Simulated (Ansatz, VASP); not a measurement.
# GaSb: VASP beside Ansatz

```
CELL_PARAMETERS angstrom
0.00000 2.90045 2.90045
2.90045 0.00000 2.90045
2.90045 2.90045 0.00000
ATOMIC_POSITIONS crystal
Ga 0.00000 0.00000 0.00000
Sb 0.48621 0.51379 0.51379
```

Alike in both runs: task single point; functional PBE; k mesh 10 × 10 × 10; occupations fermi-dirac, width 0.05 eV; no spin polarisation.

```csv
,VASP,Ansatz
version,VASP 6.6.1,Ansatz 0.2.0
potentials or method,"VASP PAW PBE potentials, release 64 (Ga_d, Sb), cutoff 520 eV","all-electron LAPW, scalar-relativistic"
```

```csv
,VASP,Ansatz,Ansatz less VASP
pressure (GPa),0.1,0.1,0.00
largest component of the traceless stress (GPa),0.38,0.37,-0.003
rms of the force components (eV/Å),0.094,0.092,-0.0020
```

Atom by atom the forces differ by 0.002 eV/Å (rms over components). Ansatz ran all-electron here, so the differences hold the error of VASP's frozen core and of both bases.

Spin-orbit coupling is left out, which matters for the levels of Sb.
